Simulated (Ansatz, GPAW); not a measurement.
Given: the input of a run of Ansatz 0.2.0 on SrO. 

Contents of input.yaml:

```yaml
crystal:
  lattice:
    - [0.0, 2.5663, 2.5663]
    - [2.5663, 0.0, 2.5663]
    - [2.5663, 2.5663, 0.0]
  atoms:
    - { symbol: Sr, position: [0.5, 0.5, 0.5] }
    - { symbol: O, position: [0.0, 0.0, 0.0] }
hamiltonian:
  xc: pbe
  pseudopotentials: { kind: paw }
kpoints:
  mp_grid: { grid: [9, 9, 9] }
scf:
  occupations: { method: gaussian, width: 0.03 }
output:
  forces: true
  stress: true
  eigenvalues: true
```

Potentials or basis: Ansatz PAW.

The run is started by

```console
$ ansatz run input.yaml --threads 2 --pin off --max-ram 5632MiB --backend cpu --events-out ev --progress --plain --runs-dir out
```

Task: Translate it to GPAW 26.7.0 (ASE script). Potentials or basis there: GPAW PAW data sets (gpaw-data 1.2.1), cutoff 800 eV.

Result: As run (cutoffs and basis follow the program's own potentials, and thresholds, step limits or extra output files can differ):

run.py

```python
from ase.dft.bandgap import bandgap
from ase.io import read, write
from ase.units import GPa
from gpaw import GPAW, PW

atoms = read('POSCAR')

calc = GPAW(mode=PW(800),
            xc='PBE',
            kpts={'size': (9, 9, 9), 'gamma': True},
            occupations={'name': 'methfessel-paxton', 'order': 0, 'width': 0.03},
            nbands=16,
            convergence={'density': 1e-05, 'energy': 1e-05},
            maxiter=150,
            txt='gpaw.txt')
atoms.calc = calc
energy = atoms.get_potential_energy()
forces = atoms.get_forces()
stress = atoms.get_stress()
calc.write('gs.gpw')
write('result.traj', atoms)
print(f'Energy: {energy:.6f} eV')
print('Forces (eV/A):')
print(forces.round(4))
print('Stress (GPa):', (stress / GPa).round(3))
print('Fermi level:', round(calc.get_fermi_level(), 4), 'eV')
print(f'Gap: {bandgap(calc)[0]:.4f} eV, direct: {bandgap(calc, direct=True)[0]:.4f} eV')
```

Contents of POSCAR:

```
SrO
1.0
    0.0000000000      2.5663000000      2.5663000000
    2.5663000000      0.0000000000      2.5663000000
    2.5663000000      2.5663000000      0.0000000000
Sr O
1 1
Direct
    0.5000000000      0.5000000000      0.5000000000
    0.0000000000      0.0000000000      0.0000000000
```

Potentials or basis: GPAW PAW data sets (gpaw-data 1.2.1), pw.

Run with:

```bash
$ OMP_NUM_THREADS=1 python run.py
```

Both were run:

|  | Ansatz | GPAW |
| --- | --- | --- |
| Pressure | 3.3 GPa | 3.8 GPa |

Ansatz's pressure holds a Pulay term of +0.37 GPa for its cutoff of 420 eV, which the other run lacks.

Where Ansatz's input types no cutoff or centring, it takes its own default and a Γ-centred mesh.

Pressure is positive in compression.
